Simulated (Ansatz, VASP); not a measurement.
# Cross-check of Si53C55 (C_Si2) between VASP and Ansatz

Wanted: the spread between two codes on one cell, functional and k mesh. Of the first pair: The structure shown is the start of the Ansatz relaxation below; VASP solves that cell, so the two are compared at the walk's first step.

Method: plane waves, with VASP 6.6.1 beside it; single point at r2SCAN, in Ansatz 0.2.0.

### 1. Starting point

The cell holds 108 atoms: 53 Si and 55 C. Cell: a = 9.236 Å, b = 9.236 Å, c = 15.108 Å, α = 90.0°, β = 90.0°, γ = 120.0°. It derives from SiC (SiC (P6_3mc)). Nearest the centre at fractional (0.556, 0.444, 0.667): C78 at 0.05 Å, C99 at 1.85 Å, C74 at 1.91 Å, C81 at 1.93 Å, C83 at 1.94 Å, Si44 at 3.04 Å, Si42 at 3.04 Å, Si28 at 3.05 Å. The cell carries charge −2.

### 2. Ansatz: relaxation, r2SCAN

Ansatz runs on its PAW soft_1 files.

The two programs are compared at the cell with which this relaxation starts, whose forces are those of its first step.

Input file input.yaml:

```yaml
crystal:
  lattice:
    - [9.23599493, 0.0, 0.0]
    - [-4.61799746, 7.99860624, 0.0]
    - [0.0, 0.0, 15.1078644]
  atoms:
    - { symbol: Si, position: [0.11111111, 0.22222222, 0.8329854] }
    - { symbol: Si, position: [0.22222222, 0.11111111, 0.3329854] }
    - { symbol: Si, position: [0.22222222, 0.11111111, 0.66650102] }
[... 5 atom lines left out ...]
    - { symbol: C, position: [0.11111111, 0.22222222, 0.70799668] }
[... 7 atom lines left out ...]
    - { symbol: Si, position: [0.0, 0.33333333, 0.49972248] }
[... 1 atom line left out ...]
    - { symbol: C, position: [0.0, 0.33333333, 0.87436694] }
[... 1 atom line left out ...]
    - { symbol: C, position: [0.11111111, 0.55555556, 0.70799668] }
[... 1 atom line left out ...]
    - { symbol: C, position: [0.22222222, 0.44444444, 0.54152848] }
[... 1 atom line left out ...]
    - { symbol: Si, position: [0.11111111, 0.88888889, 0.8329854] }
    - { symbol: Si, position: [0.22222222, 0.77777778, 0.3329854] }
[... 1 atom line left out ...]
    - { symbol: Si, position: [0.11111111, 0.88888889, 0.16650102] }
[... 3 atom lines left out ...]
    - { symbol: C, position: [0.0, 0.66666667, 0.37436694] }
[... 1 atom line left out ...]
    - { symbol: C, position: [0.22222222, 0.77777778, 0.20799668] }
[... 1 atom line left out ...]
    - { symbol: C, position: [0.11111111, 0.88888889, 0.04152848] }
[... 5 atom lines left out ...]
    - { symbol: Si, position: [0.33333333, 0.0, 0.99972248] }
[... 1 atom line left out ...]
    - { symbol: C, position: [0.33333333, 0.0, 0.37436694] }
[... 1 atom line left out ...]
    - { symbol: C, position: [0.55555556, 0.11111111, 0.20799668] }
[... 1 atom line left out ...]
    - { symbol: C, position: [0.44444444, 0.22222222, 0.04152848] }
[... 1 atom line left out ...]
    - { symbol: Si, position: [0.55555556, 0.44444444, 0.3329854] }
[... 1 atom line left out ...]
    - { symbol: Si, position: [0.44444444, 0.55555556, 0.16650102] }
[... 3 atom lines left out ...]
    - { symbol: C, position: [0.33333333, 0.33333333, 0.37436694] }
[... 1 atom line left out ...]
    - { symbol: C, position: [0.55555556, 0.44444444, 0.20799668] }
[... 3 atom lines left out ...]
    - { symbol: Si, position: [0.55555556, 0.77777778, 0.3329854] }
[... 1 atom line left out ...]
    - { symbol: Si, position: [0.44444444, 0.88888889, 0.16650102] }
[... 1 atom line left out ...]
    - { symbol: Si, position: [0.33333333, 0.66666667, 0.99972248] }
[... 1 atom line left out ...]
    - { symbol: C, position: [0.33333333, 0.66666667, 0.37436694] }
[... 3 atom lines left out ...]
    - { symbol: C, position: [0.44444444, 0.88888889, 0.04152848] }
[... 1 atom line left out ...]
    - { symbol: Si, position: [0.88888889, 0.11111111, 0.3329854] }
[... 1 atom line left out ...]
    - { symbol: Si, position: [0.77777778, 0.22222222, 0.16650102] }
[... 1 atom line left out ...]
    - { symbol: Si, position: [0.66666667, 0.0, 0.99972248] }
    - { symbol: C, position: [0.66666667, 0.0, 0.87436694] }
    - { symbol: C, position: [0.66666667, 0.0, 0.37436694] }
    - { symbol: C, position: [0.77777778, 0.22222222, 0.70799668] }
[... 1 atom line left out ...]
    - { symbol: C, position: [0.88888889, 0.11111111, 0.54152848] }
[... 1 atom line left out ...]
    - { symbol: Si, position: [0.77777778, 0.55555556, 0.8329854] }
[... 1 atom line left out ...]
    - { symbol: Si, position: [0.88888889, 0.44444444, 0.66650102] }
[... 1 atom line left out ...]
    - { symbol: Si, position: [0.66666667, 0.33333333, 0.49972248] }
[... 3 atom lines left out ...]
    - { symbol: C, position: [0.77777778, 0.55555556, 0.70799668] }
[... 3 atom lines left out ...]
    - { symbol: Si, position: [0.77777778, 0.88888889, 0.8329854] }
    - { symbol: Si, position: [0.88888889, 0.77777778, 0.3329854] }
    - { symbol: Si, position: [0.88888889, 0.77777778, 0.66650102] }
[... 1 atom line left out ...]
    - { symbol: Si, position: [0.66666667, 0.66666667, 0.49972248] }
[... 1 atom line left out ...]
    - { symbol: C, position: [0.66666667, 0.66666667, 0.87436694] }
    - { symbol: C, position: [0.66666667, 0.66666667, 0.37436694] }
    - { symbol: C, position: [0.77777778, 0.88888889, 0.70799668] }
[... 1 atom line left out ...]
    - { symbol: C, position: [0.88888889, 0.77777778, 0.54152848] }
    - { symbol: C, position: [0.77777778, 0.88888889, 0.04152848] }
  host:
    repeats: [3, 3, 1]
    atoms:
      - { symbol: Si, position: [0.33333333, 0.66666667, 0.8329854] }
      - { symbol: Si, position: [0.66666667, 0.33333333, 0.3329854] }
      # ... 10 more atoms of the perfect host
total_charge: -2
basis:
  ecutwfc: 500
  xc_grid: 2
hamiltonian:
  xc: r2scan
  pseudopotentials: { kind: paw, azcp: { folder: soft_1 } }
kpoints:
  mp_grid: { grid: [1, 1, 1], shift: [0.25, 0.25, 0.25] }
magnetization:
  spin_polarized: true
  initial_magnetization: 2
  spin_locking: { lock_magnetization: hard }
scf:
  occupations: { method: fixed }
  max_iter: 100
output:
  forces: true
  charged_corrections:
    epsilon: [7.09, 7.09, 7.35]
    static_epsilon: [10.43, 10.43, 10.95]
    defect_position: [0.555556, 0.444444, 0.666501]
relax:
  f_tol: 0.02
  max_steps: 80
  random_displacement: { amplitude: 0.05, seed: 8785 }
checkpoint:
  write: "../qm2_M2.relax.run"
  compress: false
  write_wavefunctions: true
  write_every: 100000
```

Launch:

```bash
> ansatz run input.yaml --threads 8 --pin off --max-ram 15073MiB --backend cpu --events-out ev --progress --plain --runs-dir out
```

Numbers of over 12 decimals in the logs are rounded to 6 here.

Output:

```text
Warning: This run holds its total moment fixed (magnetization.spin_locking.lock_magnetization: hard) and mixes its density by anderson or broyden (scf.mixing.algorithm, typed or taken by auto). Slabs with a fixed moment have converged under broyden above another state at the same moment, at the default mixing steps and at smaller ones, and under scf.lower_state_search: standard, light or off a state that such a mixer [...]
Engine: ansatz 0.2.0, aarch64-unknown-linux-gnu
Pseudopotentials: kind: paw
Pseudopotential: Si, paw, valence charge 4, recommended cutoff 500 eV (meta_gga), soft_1/Si.paw.azcp
Pseudopotential: C, paw, valence charge 4, recommended cutoff 500 eV (meta_gga), soft_1/C.paw.azcp
Functional definition: r2SCAN
  parameter k0 = 0.174
  parameter k1 = 0.065
  parameter a1 = 4.9479
  exchange = r2scan_x(k0 = k0, k1 = k1, a1 = a1)
  correlation = r2scan_c
Crystal: 108 atoms, lattice volume = 1116.095 Å³
Basis set: ecut = 500 eV, 28399 PW (Γ), exchange–correlation on 144×144×240 points (8 copies of the dense FFT grid, shifted against one another)
Bands: 326, of which v1, the nominal top of the filled ones, is band 217 counted from 1 (216 counted from 0)
Symmetry: 1 space group operations
k-points: 1
Non-local potential: Si, projectors of the file, l = 0: 2, l = 1: 2, l = 2: 1
Non-local potential: C, projectors of the file, l = 0: 2, l = 1: 2, l = 2: 1
PAW form: soft (Blöchl's): semilocal exchange-correlation on the pseudo side does not see the compensation charge
PAW frozen core: Si, regenerated for the run's functional (the file was generated under x = pbe(κ = 0.804, μ = 0.219515), c = pbe(β = 0.066725))
PAW frozen core: C, regenerated for the run's functional (the file was generated under x = pbe(κ = 0.804, μ = 0.219515), c = pbe(β = 0.066725))
PAW one-centre angular grid: Si, 302 points (default); XC on 160 Gauss nodes
PAW one-centre angular grid: C, 302 points (default); XC on 219 of its mesh's 2255 points in the sphere
Initial density: superposition of atomic densities (chi_scale 0.1, normalization cell)
Starting moments: Σ|m| = 2 μB on 108 of 108 sites
Initial wavefunctions: pseudopotential atomic-orbital guess
Functional: x = r2scan, c = r2scan; τ floored in thin density (d = 2e-4 eV/Å³)
SCF iter   1: F=—  HF=-47783.626183 eV  |F-HF|=—  |Δ(HF+E_count)|=         —  Δρ=7.08e-2 (↑6.97e-2 ↓7.08e-2)  dr2=2.72e2  dr2_τ=7.28e0  dr2_m=1.39e-2  M=2.000 μB ∫|m|=2.000 μB  β_m=1.20  ethr=3.10e-3  ⟨swp⟩=5.0  Hψ=2229  notcnv=0  defer=208
preconditioner: auto → Resta (q_TF=auto, 2.331 Å⁻¹)  ε∞=3.9  [insulator: Δε(μ)=0.140 eV  Ē_g=13.687 eV  n_scr=244 (ndim 8)  ℏωp=23.2 eV  f_vac=0.000  ε∞_Penn≈3.9]
spin=Collinear: Resta preconditioning applied to the charge; magnetization (m = ρ↑ − ρ↓) channel mixes plain (no charge-response kernel on spin).
SCF iter   2: F=—  HF=-47730.853408 eV  |F-HF|=—  |Δ(HF+E_count)|=    5.28e1  Δρ=4.10e-2 (↑4.09e-2 ↓4.10e-2)  dr2=8.82e1  dr2_τ=3.73e-1  dr2_m=6.92e-4  M=2.000 μB ∫|m|=2.070 μB  β_m=1.20  ethr=3.10e-3  ⟨swp⟩=3.0  Hψ=1115  notcnv=0  defer=212  κ⁻¹=1.0e0(r=1)
SCF iter   3: F=—  HF=-47714.702295 eV  |F-HF|=—  |Δ(HF+E_count)|=    1.62e1  Δρ=1.58e-2 (↑1.58e-2 ↓1.58e-2)  dr2=7.82e0  dr2_τ=3.47e-2  dr2_m=7.52e-4  M=2.000 μB ∫|m|=2.140 μB  β_m=1.20  ethr=3.10e-3  ⟨swp⟩=3.0  Hψ=1003  notcnv=0  defer=212  κ⁻¹=6.3e-2(r=2)
SCF iter   4: F=—  HF=-47715.378706 eV  |F-HF|=—  |Δ(HF+E_count)|=   6.76e-1  Δρ=1.02e-2 (↑1.02e-2 ↓1.02e-2)  dr2=2.63e0  dr2_τ=1.46e-2  dr2_m=6.63e-4  M=2.000 μB ∫|m|=2.124 μB  β_m=1.20  ethr=1.80e-3  ⟨swp⟩=3.0  Hψ=940  notcnv=0  defer=214  κ⁻¹=4.7e-3(r=3)
SCF iter   5: F=—  HF=-47715.795217 eV  |F-HF|=—  |Δ(HF+E_count)|=   4.17e-1  Δρ=2.10e-3 (↑2.04e-3 ↓2.10e-3)  dr2=1.46e-1  dr2_τ=1.57e-3  dr2_m=6.70e-4  M=2.000 μB ∫|m|=2.101 μB  β_m=1.20  ethr=6.07e-4  ⟨swp⟩=2.0  Hψ=614  notcnv=0  defer=212  κ⁻¹=4.7e-4(r=4)
SCF iter   6: F=—  HF=-47715.824927 eV  |F-HF|=—  |Δ(HF+E_count)|=   2.97e-2  Δρ=7.21e-4 (↑6.52e-4 ↓7.21e-4)  dr2=1.73e-2  dr2_τ=9.17e-5  dr2_m=1.35e-4  M=2.000 μB ∫|m|=2.094 μB  β_m=1.20  ethr=3.35e-5  ⟨swp⟩=2.5  Hψ=776  notcnv=0  defer=214  κ⁻¹=3.3e-5(r=5)
SCF iter   7: F=—  HF=-47715.826945 eV  |F-HF|=—  |Δ(HF+E_count)|=   2.02e-3  Δρ=5.00e-4 (↑5.00e-4 ↓4.72e-4)  dr2=5.59e-3  dr2_τ=5.79e-5  dr2_m=2.46e-5  M=2.000 μB ∫|m|=2.098 μB  β_m=1.20  ethr=3.99e-6  ⟨swp⟩=2.0  Hψ=774  notcnv=0  defer=214  κ⁻¹=2.8e-5(r=6)
[...]
- { symbol: Si, position: [0.225756, 0.115427, 0.666209] }
    - { symbol: Si, position: [0.111362, 0.222702, 0.166850] }
    - { symbol: Si, position: [-0.000751388, 0.00106342, 0.500076] }
    - { symbol: Si, position: [0.000972163, -0.000499011, 0.999917] }
    - { symbol: C, position: [0.00228514, -0.00140518, 0.874551] }
    - { symbol: C, position: [-0.00151463, 0.00221691, 0.375041] }
    - { symbol: C, position: [0.111703, 0.221963, 0.708279] }
    - { symbol: C, position: [0.222241, 0.112155, 0.208805] }
    - { symbol: C, position: [0.221557, 0.111388, 0.541975] }
    - { symbol: C, position: [0.111800, 0.221940, 0.041813] }
    - { symbol: Si, position: [0.112653, 0.554207, 0.832065] }
    - { symbol: Si, position: [0.221454, 0.446175, 0.333699] }
    - { symbol: Si, position: [0.225795, 0.443575, 0.666128] }
    - { symbol: Si, position: [0.111011, 0.556343, 0.166746] }
    - { symbol: Si, position: [-0.000633356, 0.333863, 0.500220] }
    - { symbol: Si, position: [0.00107918, 0.332583, 0.999725] }
    - { symbol: C, position: [0.00224407, 0.331813, 0.874464] }
    - { symbol: C, position: [-0.00143303, 0.335394, 0.375143] }
    - { symbol: C, position: [0.112003, 0.555303, 0.707748] }
    - { symbol: C, position: [0.222303, 0.445296, 0.208646] }
    - { symbol: C, position: [0.221502, 0.444761, 0.541904] }
    - { symbol: C, position: [0.111849, 0.555363, 0.041089] }
    - { symbol: Si, position: [0.112880, 0.887892, 0.832225] }
    - { symbol: Si, position: [0.221214, 0.779362, 0.332907] }
    - { symbol: Si, position: [0.223122, 0.777718, 0.666630] }
    - { symbol: Si, position: [0.111241, 0.889413, 0.166611] }
    - { symbol: Si, position: [-0.00072731, 0.667614, 0.500083] }
    - { symbol: Si, position: [5.970712177755244e-5, 0.665685, 0.998975] }
    - { symbol: C, position: [0.000154978, 0.664210, 0.872588] }
    - { symbol: C, position: [-0.00123041, 0.668917, 0.375082] }
    - { symbol: C, position: [0.111927, 0.888908, 0.707694] }
    - { symbol: C, position: [0.222145, 0.778651, 0.208240] }
    - { symbol: C, position: [0.221863, 0.778305, 0.541808] }
    - { symbol: C, position: [0.111800, 0.888448, 0.041091] }
    - { symbol: Si, position: [0.448791, 0.225717, 0.830559] }
    - { symbol: Si, position: [0.554584, 0.113203, 0.333646] }
    - { symbol: Si, position: [0.557867, 0.115589, 0.666302] }
    - { symbol: Si, position: [0.444528, 0.222713, 0.166865] }
    - { symbol: Si, position: [0.332738, 0.00105851, 0.500089] }
    - { symbol: Si, position: [0.334710, 0.000289263, 0.998975] }
    - { symbol: C, position: [0.336571, 0.000588742, 0.872582] }
    - { symbol: C, position: [0.331718, 0.00183902, 0.375093] }
    - { symbol: C, position: [0.457245, 0.245239, 0.703725] }
    - { symbol: C, position: [0.555504, 0.112259, 0.208691] }
    - { symbol: C, position: [0.555294, 0.111392, 0.541910] }
    - { symbol: C, position: [0.445004, 0.221926, 0.041752] }
    - { symbol: Si, position: [0.448617, 0.552108, 0.830643] }
    - { symbol: Si, position: [0.554433, 0.446158, 0.333570] }
[...]
- { symbol: Si, position: [0.664905, 0.335438, 0.503304] }
    - { symbol: Si, position: [0.667505, 0.332859, 1.000000] }
[...]
- { symbol: C, position: [0.888801, 0.444892, 0.541914] }
    - { symbol: C, position: [0.778255, 0.555211, 0.041752] }
    - { symbol: Si, position: [0.779627, 0.887622, 0.832913] }
    - { symbol: Si, position: [0.887252, 0.779101, 0.333715] }
    - { symbol: Si, position: [0.885250, 0.774919, 0.666183] }
    - { symbol: Si, position: [0.778009, 0.889361, 0.166854] }
    - { symbol: Si, position: [0.664822, 0.665188, 0.503184] }
    - { symbol: Si, position: [0.667521, 0.665958, 0.999963] }
    - { symbol: C, position: [0.668986, 0.665138, 0.874700] }
    - { symbol: C, position: [0.664373, 0.667099, 0.376889] }
    - { symbol: C, position: [0.778788, 0.889060, 0.708283] }
    - { symbol: C, position: [0.888588, 0.778496, 0.208808] }
    - { symbol: C, position: [0.888726, 0.778601, 0.541949] }
    - { symbol: C, position: [0.778362, 0.888493, 0.041822] }
```

(Continued in part 2 of 3.)

[Lines on the potential files, build, host, timing and source positions are cut from VASP's logs without a mark.]

[Logs are printed without paths, hosts, clocks, repeated set-up lines and the standing remarks that a program may print on its own settings, such as how far it seeks lower states.]

[Hosts, paths, dates, database ids (printed as entryN), source tags and the programs' standing remarks are cut or masked in the printed files.]
